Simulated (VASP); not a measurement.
# C in VASP: a PBE GW run

C (diamond) is computed at one geometry. Runs: GW on PBE. The results are then set beside those of Ansatz 0.2.0 for the same cell.

Code: VASP 6.6.1. PAW datasets, plane waves. (Simulation; spin polarisation is off.)

### 1 The system as given

The cell comes from an earlier relaxation with r2SCAN in another program, then strained, with the atoms relaxed again.

It is tetragonal, I4_1/amd (No. 141); conventional cell a = 2.442 Å, c = 3.584 Å, 5.34 Å³ an atom. Near C stand 4 C at 1.51 Å.

Coordinates:

```
CELL_PARAMETERS angstrom
0.00000 1.72672 1.79205
1.72672 0.00000 1.79205
1.72672 1.72672 0.00000
ATOMIC_POSITIONS crystal
C 0.00000 0.00000 0.00000
C 0.25000 0.25000 0.25000
```

### 2 GW on PBE orbitals, 44 empty bands

The run has three stages in one folder: ground state, empty bands by exact diagonalisation, then GW.

INCAR (stage 1) reads:

```
ENCUT = 500.000000
SIGMA = 0.010000
EDIFF = 1.00e-07
GGA = PE
PREC = Accurate
ISMEAR = 0
NELM = 120
LASPH = .TRUE.
LCHARG = .FALSE.
LWAVE = .TRUE.
LREAL = .FALSE.
```

INCAR (stage 2) reads:

```
ENCUT = 500.000000
SIGMA = 0.010000
EDIFF = 1.00e-07
ALGO = Exact
GGA = PE
PREC = Accurate
ISMEAR = 0
ISTART = 1
NBANDS = 48
NELM = 1
LASPH = .TRUE.
LCHARG = .FALSE.
LOPTICS = .TRUE.
LWAVE = .TRUE.
LREAL = .FALSE.
```

INCAR (stage 3) reads:

```
ENCUT = 500.000000
ENCUTGW = 150.000000
SIGMA = 0.010000
EDIFF = 1.00e-07
ALGO = EVGW0
GGA = PE
PREC = Accurate
PRECFOCK = Fast
ISMEAR = 0
ISTART = 1
NBANDS = 48
NELM = 120
NOMEGA = 64
NBANDSGW = 12
LASPH = .TRUE.
LCHARG = .FALSE.
LWAVE = .FALSE.
LREAL = .FALSE.
NELMGW = 3
ENCUTGWSOFT = 150
```

KPOINTS reads:

```
KPOINTS created by Atomic Simulation Environment
0
Gamma
6 6 6
0 0 0
```

POSCAR reads:

```
C
 1.0000000000000000
     0.0000000000000000    1.7267204183000000    1.7920512418000001
     1.7267204183000000    0.0000000000000000    1.7920512418000001
     1.7267204183000000    1.7267204183000000    0.0000000000000000
 C
   2
Cartesian
  0.0000000000000000  0.0000000000000000  0.0000000000000000
  0.8633602091499999  0.8633602091499999  0.8960256208999998
```

Potentials: the GW set of PAW datasets, 8 valence electrons in the neutral cell.

Launch:

```console
$ mpirun -np 1 vasp_std
```

The files below are those of the last stage.

Standard output, without the iteration lines, shortened:

```text
POSCAR found type information on POSCAR C
 POSCAR found :  1 types and       2 ions
 LDA part: xc-table for (Slater+PW92), standard interpolation
 found WAVECAR, reading the header
 POSCAR, INCAR and KPOINTS ok, starting setup
 FFT: planning ... GRIDC
 FFT: planning ... GRID_SOFT
 FFT: planning ... GRID
 reading WAVECAR
 the WAVECAR file was read successfully
 initial charge from wavefunction

 The Fermi energy was updated, please check that it is located mid-gap
 values below the HOMO (VB) or above the LUMO (CB) will cause erroneous energies
 E-fermi :  12.7564

 calculate exact exchange contribution
 the WAVEDER file was read successfully
energies w=
    0.000    0.000    0.933    0.000    1.865    0.000    2.792    0.000
    3.712    0.000    4.626    0.000    5.529    0.000    6.423    0.000
    7.305    0.000    8.175    0.000    9.034    0.000    9.880    0.000
   10.715    0.000   11.538    0.000   12.351    0.000   13.155    0.000
   13.951    0.000   14.739    0.000   15.521    0.000   16.299    0.000
   17.074    0.000   17.848    0.000   18.622    0.000   19.398    0.000
   20.179    0.000   20.966    0.000   21.761    0.000   22.567    0.000
   23.386    0.000   24.221    0.000   25.074    0.000   25.950    0.000
   26.850    0.000   27.780    0.000   28.744    0.000   29.745    0.000
[... 27 lines left out ...]
 performed       2049000 updates of chi_q(r,r)
|.........|.........|.........|.........|.........|.........|.........|.........
|.........|.........|.........|.........|.........|.........|.........|.........
|.........|.........|.........|.........|.........|.........|.........|.........
|.........|.........|.........|.........|.........|.........|.........|.........
 performed       2809000 updates of chi_q(r,r)
|.........|.........|.........|.........|.........|.........|.........|.........
 performed       3133000 updates of chi_q(r,r)
|.........|.........|.........|.........|.........|.........|.........|.........
 performed       3457000 updates of chi_q(r,r)
|.........|.........|.........|.........|.........|.........|.........|.........
 performed       3781000 updates of chi_q(r,r)
|.........|.........|.........|.........|.........|.........|.........|.........
 performed       4059000 updates of chi_q(r,r)
NQ=  19    0.5000    0.3333    0.1667,
|.........|.........|.........|.........|.........|.........|.........|.........
 performed       4337000 updates of chi_q(r,r)
NQ=  20   -0.3333    0.3333    0.1667,
|.........|.........|.........|.........|.........|.........|.........|.........
 performed       4661000 updates of chi_q(r,r)
NQ=  21   -0.1667    0.3333    0.1667,
|.........|.........|.........|.........|.........|.........|.........|.........
 performed       4912000 updates of chi_q(r,r)
NQ=  22   -0.3333    0.5000    0.1667,
|.........|.........|.........|.........|.........|.........|.........|.........
 performed       5111
```

Parts of OUTCAR:

```text
k-points           NKPTS =     30   k-points in BZ     NKDIM =    216   number of bands    NBANDS=     48

   NELECT =       8.0000    total number of electrons

   dimension x,y,z NGX =    18 NGY =   18 NGZ =   18
   dimension x,y,z NGXF=    36 NGYF=   36 NGZF=   36

  energy-cutoff  :      500.00
  volume of cell :       10.69
      direct lattice vectors                 reciprocal lattice vectors
     0.000000000  1.726720418  1.792051242    -0.289566275  0.289566275  0.279009879
     1.726720418  0.000000000  1.792051242     0.289566275 -0.289566275  0.279009879
     1.726720418  1.726720418  0.000000000     0.289566275  0.289566275 -0.279009879

 k-points in reciprocal lattice and weights: KPOINTS created by Atomic Simulation Env
   0.00000000  0.00000000  0.00000000       0.005
   0.16666667 -0.00000000  0.00000000       0.037
   0.33333333  0.00000000  0.00000000       0.037
   0.50000000 -0.00000000  0.00000000       0.019
   0.16666667  0.16666667  0.00000000       0.009
   0.33333333  0.16666667  0.00000000       0.037
   0.50000000  0.16666667  0.00000000       0.037
  -0.33333333  0.16666667  0.00000000       0.037
[... 22 more k-points ...]

 QP shifts <psi_nk| G(iteration)W_0 |psi_nk>: iteration 1
 for sc-GW calculations column KS-energies equals QP-energies in previous step
 and V_xc(KS)=  KS-energies - (<T + V_ion + V_H > + <T+V_H+V_ion>^1  + <V_x>^1)

 k-point   1 :       0.0000    0.0000    0.0000
  band No.  KS-energies  QP-energies   sigma(KS)   V_xc(KS)     V^pw_x(r,r')   Z            occupation Imag(sigma)

      1     -11.6420     -13.2759     -17.1286     -14.9701     -25.8046       0.7569       2.0000       1.3944
      2      10.2454       9.6850     -17.7296     -17.0545     -19.5945       0.8301       2.0000       0.0514
      3      10.8545      10.3142     -17.6473     -16.9969     -19.4042       0.8307       2.0000       0.0494
      4      10.8545      10.3142     -17.6473     -16.9969     -19.4042       0.8307       2.0000       0.0494
      5      16.2647      17.4603     -14.2846     -15.7316      -9.5183       0.8263       0.0000      -0.0772
      6      16.2647      17.4603     -14.2846     -15.7316      -9.5183       0.8263       0.0000      -0.0772
      7      16.7379      17.9339     -14.2569     -15.6998      -9.4025       0.8288       0.0000      -0.0790
      8      25.3429      26.4318     -15.0447     -16.4557      -7.6166       0.7717       0.0000      -0.2156
      9      30.7458      31.1956     -11.6310     -12.1860      -4.4644       0.8105       0.0000      -0.3628
     10      36.6645      37.7828     -12.6690     -14.0094      -6.0704       0.8343       0.0000      -0.4804
     11      37.5319      38.0973     -11.0241     -11.7041      -3.4453       0.8316       0.0000      -0.8676
     12      38.8851      40.0540     -12.8217     -14.2334      -6.0094       0.8281       0.0000      -0.6062

[... the tables of k-points 2 to 30 left out ...]

 QP shifts <psi_nk| G(iteration)W_0 |psi_nk>: iteration 2

 k-point   1 :       0.0000    0.0000    0.0000
  band No. old QP-enery  QP-energies   sigma(KS)   T+V_ion+V_H  V^pw_x(r,r')   Z            occupation Imag(sigma)

      1     -13.2759     -13.6069     -17.0427       3.3281     -25.8046       0.7545       2.0000       1.4748
      2       9.6850       9.6265     -17.6850      27.2999     -19.5945       0.8340       2.0000       0.0526
      3      10.3142      10.2620     -17.5997      27.8514     -19.4042       0.8346       2.0000       0.0506
      4      10.3142      10.2620     -17.5997      27.8514     -19.4042       0.8346       2.0000       0.0506
      5      17.4603      17.5937     -14.3752      31.9963      -9.5183       0.8293       0.0000      -0.0802
      6      17.4603      17.5937     -14.3752      31.9963      -9.5183       0.8293       0.0000      -0.0802
      7      17.9339      18.0652     -14.3460      32.4378      -9.4025       0.8314       0.0000      -0.0812
      8      26.4318      26.6500     -15.0847      41.7986      -7.6166       0.7734       0.0000      -0.2181
      9      31.1956      31.3343     -11.5654      42.9317      -4.4644       0.8129       0.0000      -0.3306
     10      37.7828      37.9001     -12.7501      50.6739      -6.0704       0.8315       0.0000      -0.4825
     11      38.0973      38.2105     -11.0021      49.2359      -3.4453       0.8289       0.0000      -0.8088
     12      40.0540      40.1732     -12.9199      53.1185      -6.0094       0.8242       0.0000      -0.6134

[... the tables of k-points 2 to 30 left out ...]

 QP shifts <psi_nk| G(iteration)W_0 |psi_nk>: iteration 3

 k-point   1 :       0.0000    0.0000    0.0000
  band No. old QP-enery  QP-energies   sigma(KS)   T+V_ion+V_H  V^pw_x(r,r')   Z            occupation Imag(sigma)

      1     -13.6069     -13.6746     -17.0249       3.3281     -25.8046       0.7528       2.0000       1.4982
      2       9.6265       9.6198     -17.6814      27.2999     -19.5945       0.8347       2.0000       0.0528
      3      10.2620      10.2564     -17.5961      27.8514     -19.4042       0.8352       2.0000       0.0507
      4      10.2620      10.2564     -17.5961      27.8514     -19.4042       0.8352       2.0000       0.0507
      5      17.5937      17.6102     -14.3827      31.9963      -9.5183       0.8297       0.0000      -0.0804
      6      17.5937      17.6102     -14.3827      31.9963      -9.5183       0.8297       0.0000      -0.0804
      7      18.0652      18.0819     -14.3525      32.4378      -9.4025       0.8320       0.0000      -0.0814
      8      26.6500      26.6868     -15.1010      41.7986      -7.6166       0.7734       0.0000      -0.2212
      9      31.3343      31.3607     -11.5649      42.9317      -4.4644       0.8127       0.0000      -0.3303
     10      37.9001      37.9161     -12.7545      50.6739      -6.0704       0.8315       0.0000      -0.4797
     11      38.2105      38.2303     -11.0016      49.2359      -3.4453       0.8287       0.0000      -0.8036
     12      40.1732      40.1892     -12.9258      53.1185      -6.0094       0.8238       0.0000      -0.6105

[... the tables of k-points 2 to 30 left out ...]
```

Hardware: 1 MPI rank of Intel Xeon Platinum 8488C, shared host.

Gap on the 6×6×6 mesh: 3.80 eV in PBE, 5.11 eV after one GW step (+1.30 eV). Updating the energies in G gives, step by step, 5.11, 5.26, 5.27 eV.

### 3 Summary

| empty bands | screening cutoff (eV) | mesh | PBE gap (eV) | G0W0 gap (eV) | last GW0 step (eV) | Ansatz: G0W0 gap (eV) |
| --- | --- | --- | --- | --- | --- | --- |
| 44 | 150 | 6×6×6 | 3.80 | 5.11 | 5.27 | 5.11 |

In words: G0W0 widens the PBE gap on the mesh by 1.30 eV, so PBE holds 74 % of it. Self-consistency in the energies adds +0.16 eV. No extrapolation in bands, cutoff or mesh was made for G0W0. Each program uses its own PAW datasets and cutoff.
